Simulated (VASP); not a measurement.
# Rb (Fm-3m) in VASP: notebook

Runs on Rb. Level: r2SCAN. Tasks: single point.

Everything below comes from runs of VASP 6.6.1. Logs are shortened: lines on timing, memory, paths and dates and some standing lists are left out, and cuts for length are marked.

## 1. The structure

The structure is cubic, space group Fm-3m (No. 225). Conventional cell: a = 7.280 Å, b = 7.280 Å, c = 7.280 Å, α = 90.00°, β = 90.00°, γ = 90.00°.

This isn't the form of Rb at room conditions, which is bcc.

## 2. Single point, r2SCAN

INCAR

```
SYSTEM = Rb
PREC = Accurate
ENCUT = 550
EDIFF = 1E-6
ISMEAR = 1
SIGMA = 0.2
LREAL = .FALSE.
LASPH = .TRUE.
NELM = 100
ALGO = Normal
ISIF = 2
LWAVE = .FALSE.
LCHARG = .FALSE.
METAGGA = R2SCAN
LMIXTAU = .TRUE.
ADDGRID = .FALSE.
```

KPOINTS

```
regular mesh
0
G
  3 3 3
  0 0 0
```

POSCAR

```
Rb
1.0
    0.0790870000      3.6559800000      3.6130310000
    3.6559400000      0.0406780000      3.6514400000
    3.6810400000      3.7194890000      0.0155780000
Rb
1
Direct
   -0.0191540000      0.0033960000      0.0084760000
```

Potentials or basis: VASP PAW PBE potentials, release 64 (Rb_sv).

Run with:

```bash
> cat potpaw_PBE.64/Rb_sv/POTCAR > POTCAR
> mpirun -np 1 vasp_std > vasp.out
```

OUTCAR:

```text
SYSTEM = Rb
   PREC = Accurate
   ENCUT = 550
   EDIFF = 1E-6
   ISMEAR = 1
   LREAL = .FALSE.
   LASPH = .TRUE.
   NELM = 100
   ISIF = 2
   METAGGA = R2SCAN

 Found     14 irreducible k-points:

 Following reciprocal coordinates:
            Coordinates               Weight
  0.000000  0.000000  0.000000      1.000000
  0.333333 -0.000000  0.000000      2.000000
  0.000000  0.333333  0.000000      2.000000
  0.333333  0.333333  0.000000      2.000000
 -0.333333  0.333333  0.000000      2.000000
  0.000000  0.000000  0.333333      2.000000
   k-points           NKPTS =     14   k-points in BZ     NKDIM =     14   number of bands    NBANDS=      8
   number of dos      NEDOS =    301   number of ions     NIONS =      1
   total plane-waves  NPLWV =  64000
   dimension x,y,z NGX =    40 NGY =   40 NGZ =   40
   dimension x,y,z NGXF=    80 NGYF=   80 NGZF=   80
   ions per type =               1
   NGX,Y,Z   is equivalent  to a cutoff of  12.94, 12.87, 12.71 a.u.
   NGXF,Y,Z  is equivalent  to a cutoff of  25.87, 25.74, 25.41 a.u.
 SYSTEM =  Rb
   PREC   = accura    normal or accurate (medium, high low for compatibility)
   ISTART =      0    job   : 0-new  1-cont  2-samecut
   ICHARG =      2    charge: 1-file 2-atom 10-const
   ISPIN  =      1    spin polarized calculation?
   LNONCOLLINEAR =      F non collinear calculations
   LSORBIT =      F    spin-orbit coupling
   LASPH  =      T    aspherical Exc in radial PAW
   ENCUT  =  550.0 eV  40.42 Ry    6.36 a.u.   9.83  9.88 10.01*2*pi/ulx,y,z
   NELM   =    100;   NELMIN=  2; NELMDL= -5     # of ELM steps
   EDIFF  = 0.1E-05   stopping-criterion for ELM
   LREAL  =      F    real-space projection
   EDIFFG = 0.1E-04   stopping-criterion for IOM
   NSW    =      0    number of steps for IOM
   IBRION =     -1    ionic relax: 0-MD 1-quasi-New 2-CG
   NFREE  =      0    steps in history (QN), initial steepest desc. (CG)
   ISIF   =      2    stress and relaxation
   ISYM   =      2    0-nonsym 1-usesym 2-fastsym
   POTIM  = 0.5000    time-step for ionic-motion
   TEBEG  =    0.0;   TEEND  =   0.0 temperature during run
   PSTRESS=    0.0 pullay stress
   NELECT =       9.0000    total number of electrons
   NUPDOWN=      -1.0000    fix difference up-down
   EMIN   =  10.00;   EMAX   =-10.00  energy-range for DOS
   EFERMI =   0.00;   METHOD = LEGACY
   ISMEAR =     1;   SIGMA  =   0.20  broadening in eV -4-tet -1-fermi 0-gaus
   EFERMI_NEDOS =   21; number of points for ismear=-14 and -15
   IALGO  =     38    algorithm
   IMIX   =      4    mixing-type and parameters
     AMIX     =   0.40;   BMIX     =  1.00
     AMIX_MAG =   1.60;   BMIX_MAG =  1.00
  volume/ion in A,a.u.               =      96.45       650.86
  Fermi-wavevector in a.u.,A,eV,Ry     =   0.742548  1.403213  7.501953  0.551378
  Thomas-Fermi vector in A             =   1.837453
   LORBIT       =      0    0 simple, 1 ext, 2 COOP (PROOUT), +10 PAW based schemes
   METAGGA = R2SCAN    functional components
   LHFCALC =     F    Hartree Fock is set to
   AEXX    =    0.0000 exact exchange contribution
   IVDW    =     0    specifies the selected vdW correction
   LEPSILON=     F    determine dielectric tensor
   LRPA    =     F    only Hartree local field effects (RPA)
 non-spin polarized calculation
 Methfessel and Paxton  Order N= 1 SIGMA  =   0.20
  energy-cutoff  :      550.00
  volume of cell :       96.45
 maximum number of plane-waves:      2836
   NGX = 19   NGY = 19   NGZ = 21

 number of electron       9.0000000 magnetization

 Free energy of the ion-electron system (eV)
  ---------------------------------------------------
  ext. energy  EPLUGINS =         0.00000000
  ---------------------------------------------------
  free energy    TOTEN  =       -13.98845125 eV

  energy without entropy =      -13.98097047  energy(sigma->0) =      -13.98595766

 E-fermi :  -0.4897     XC(G=0):  -5.5834

 val. band max:       -0.5386933450   @ k =   0.3333   0.3333   0.0000
 cond. band min:       0.6141909861   @ k =  -0.3333  -0.3333   0.3333
 fundamental gap:      1.1528843312
 Fermi energy:        -0.4896913596

 k-point     1 :       0.0000    0.0000    0.0000
  band No.  band energies     occupation
      1     -30.1664      2.00000
      2     -13.6605      2.00000
      3     -13.6604      2.00000
      4     -13.6603      2.00000
      5      -2.0789      2.00000
      6       3.7711      0.00000
      7       3.8745      0.00000
      8       4.0239      0.00000

 k-point     2 :       0.3333   -0.0000    0.0000
  band No.  band energies     occupation
      1     -30.1638      2.00000
      2     -13.7246      2.00000
      3     -13.6704      2.00000
      4     -13.6690      2.00000
      5      -0.8684      2.02222
      6       1.8277     -0.00000
      7       3.6927      0.00000
      8       3.8185      0.00000

 k-point     3 :       0.0000    0.3333    0.0000
  band No.  band energies     occupation
      1     -30.1640      2.00000
      2     -13.7217      2.00000
      3     -13.6692      2.00000
      4     -13.6680      2.00000
      5      -0.9010      2.01326
      6       1.7508     -0.00000
      7       3.6774      0.00000
      8       3.9265      0.00000

 k-point     4 :       0.3333    0.3333    0.0000
  band No.  band energies     occupation
      1     -30.1632      2.00000
      2     -13.7180      2.00000
      3     -13.6838      2.00000
      4     -13.6812      2.00000
      5      -0.5387      1.40121
      6       2.2438     -0.00000
      7       2.5205     -0.00000
      8       4.1106      0.00000

 k-point     5 :      -0.3333    0.3333    0.0000
  band No.  band energies     occupation
      1     -30.1623      2.00000
      2     -13.7183      2.00000
      3     -13.7125      2.00000
      4     -13.6804      2.00000
      5       0.7463     -0.00000
      6       1.5303     -0.00000
      7       1.5858     -0.00000
      8       3.9274      0.00000

 k-point     6 :       0.0000    0.0000    0.3333
  band No.  band energies     occupation
      1     -30.1641      2.00000
      2     -13.7199      2.00000
      3     -13.6692      2.00000
      4     -13.6668      2.00000
      5      -0.9213      2.00928
      6       1.7026     -0.00000
      7       3.7600      0.00000
      8       3.8968      0.00000

 [... further k-points ...]

------------------------ aborting loop because EDIFF is reached ----------------------------------------

  FORCE on cell =-STRESS in cart. coord.  units (eV):
  Direction    XX          YY          ZZ          XY          YZ          ZX
  --------------------------------------------------------------------------------------
  -------------------------------------------------------------------------------------
  Total       -0.0685994     -0.0445428     -0.0727594     -0.0539988      0.0110458     -0.0284777
  in kB       -1.1395622     -0.7399385     -1.2086668     -0.8970196      0.1834905     -0.4730665
  external PRESSURE =      -1.0293892 kB  Pullay stress =       0.0000000 kB

 VOLUME and BASIS-vectors are now :
 -----------------------------------------------------------------------------
  energy-cutoff  :      550.00
  volume of cell :       96.45
      direct lattice vectors                 reciprocal lattice vectors
     0.079087000  3.655980000  3.613031000    -0.140810279  0.138770703  0.139437870
     3.655940000  0.040678000  3.651440000     0.138745112 -0.137882505  0.136484505
     3.681040000  3.719489000  0.015578000     0.136888613  0.133960839 -0.138549672

 POSITION                                       TOTAL-FORCE (eV/Angst)
 -----------------------------------------------------------------------------------
      0.12119      3.61762      3.55636         0.000000      0.000000      0.000000
 -----------------------------------------------------------------------------------
    total drift:                               -0.000000      0.000000     -0.000000

  FREE ENERGIE OF THE ION-ELECTRON SYSTEM (eV)
  ---------------------------------------------------
  free  energy   TOTEN  =       -13.9884512540 eV

  energy  without entropy=      -13.9809704680  energy(sigma->0) =      -13.98595766
```

Run time: 65 s. Hardware: 1 thread of Intel Xeon 6975P-C (Granite Rapids), shared host; peak memory 0.25 GiB.

These settings aren't checked as converged: the numbers below hold their error.

Results:

| Property | Result |
| --- | --- |
| Free energy | -13.9885 eV |
| Pressure | -0.1 GPa |
| Band gap on the k mesh | none (metal or under the smearing width) |

Caveat: the k mesh is coarse (spacing up to 0.51 Å⁻¹), so the values aren't converged; the PAW data sets were made with another functional, which shifts forces and pressure a little.

## 3. Single point, r2SCAN

INCAR, as its differences from that of step 2:

```diff
@@ -2,3 +2,3 @@
 PREC = Accurate
-ENCUT = 550
+ENCUT = 250
 EDIFF = 1E-6
```

KPOINTS

```
regular mesh
0
G
  5 5 5
  0 0 0
```

POSCAR

```
Rb
1.0
    0.0000000000      3.6398846700      3.6398846700
    3.6398846700      0.0000000000      3.6398846700
    3.6398846700      3.6398846700      0.0000000000
Rb
1
Direct
    0.0000000000      0.0000000000      0.0000000000
```

Potentials or basis: VASP PAW PBE potentials, release 64 (Rb_sv).

Run with:

```bash
> cat potpaw_PBE.64/Rb_sv/POTCAR > POTCAR
> mpirun -np 1 vasp_std > vasp.out
```

OUTCAR:

```text
SYSTEM = Rb
   PREC = Accurate
   ENCUT = 250
   EDIFF = 1E-6
   ISMEAR = 1
   LREAL = .FALSE.
   LASPH = .TRUE.
   NELM = 100
   ISIF = 2
   METAGGA = R2SCAN

 Found     10 irreducible k-points:

 Following reciprocal coordinates:
            Coordinates               Weight
  0.000000  0.000000  0.000000      1.000000
  0.200000  0.000000  0.000000      8.000000
  0.400000  0.000000  0.000000      8.000000
  0.200000  0.200000  0.000000      6.000000
  0.400000  0.200000  0.000000     24.000000
 -0.400000  0.200000  0.000000     24.000000
   k-points           NKPTS =     10   k-points in BZ     NKDIM =     10   number of bands    NBANDS=      8
[... 142 lines left out ...]

  FORCE on cell =-STRESS in cart. coord.  units (eV):
  Direction    XX          YY          ZZ          XY          YZ          ZX
  --------------------------------------------------------------------------------------
  -------------------------------------------------------------------------------------
  Total       -0.0751901     -0.0751901     -0.0751901      0.0000000      0.0000000      0.0000000
  in kB       -1.2490464     -1.2490464     -1.2490464      0.0000000      0.0000000      0.0000000
  external PRESSURE =      -1.2490464 kB  Pullay stress =       0.0000000 kB

 VOLUME and BASIS-vectors are now :
 -----------------------------------------------------------------------------
  energy-cutoff  :      250.00
  volume of cell :       96.45
      direct lattice vectors                 reciprocal lattice vectors
     0.000000000  3.639884670  3.639884670    -0.137366990  0.137366990  0.137366990
     3.639884670  0.000000000  3.639884670     0.137366990 -0.137366990  0.137366990
     3.639884670  3.639884670  0.000000000     0.137366990  0.137366990 -0.137366990

 POSITION                                       TOTAL-FORCE (eV/Angst)
 -----------------------------------------------------------------------------------
      0.00000      0.00000      0.00000         0.000000     -0.000000     -0.000000
 -----------------------------------------------------------------------------------
    total drift:                               -0.000000     -0.000000     -0.000000

  FREE ENERGIE OF THE ION-ELECTRON SYSTEM (eV)
  ---------------------------------------------------
  free  energy   TOTEN  =       -13.9477635655 eV

  energy  without entropy=      -13.9505457101  energy(sigma->0) =      -13.94869095
```

OSZICAR:

```text
N       E                     dE             d eps       ncg     rms          rms(c)
DAV:   1     0.148622727794E+02    0.14862E+02   -0.23583E+03   160   0.474E+02
DAV:   2    -0.156060663232E+02   -0.30468E+02   -0.30112E+02   184   0.124E+02
DAV:   3    -0.170295180954E+02   -0.14235E+01   -0.14267E+01   232   0.275E+01
[... 37 lines left out ...]
DAV:  41    -0.139477660560E+02   -0.22954E-05   -0.82901E-06   160   0.178E-02    0.297E-03
DAV:  42    -0.139477676285E+02   -0.15725E-05   -0.19214E-06   160   0.127E-02    0.223E-03
DAV:  43    -0.139477658919E+02    0.17366E-05   -0.12166E-06   160   0.100E-02    0.126E-03
DAV:  44    -0.139477642962E+02    0.15957E-05   -0.51171E-07   160   0.485E-03    0.862E-04
DAV:  45    -0.139477635655E+02    0.73073E-06   -0.15424E-07   152   0.317E-03
   1 F= -.13947764E+02 E0= -.13948691E+02  d E =0.278214E-02
```

Wall time 28 s (1 thread of Intel Xeon 6975P-C (Granite Rapids), shared host); peak memory 0.15 GiB.

The run converged, but some of its settings lie outside the range that counts as converged, so its numbers aren't taken as properties of the crystal.

Results:

| Property | Result |
| --- | --- |
| Free energy | -13.9478 eV |
| Band gap on the k mesh | none (metal or under the smearing width) |

Caveat: the cutoff is under 1.25 times the usual one of these potentials, so pressure, stress and relaxed cells hold a basis-set (Pulay) error; the PAW data sets were made with another functional, which shifts forces and pressure a little.

(Continued in part 2 of 2.)
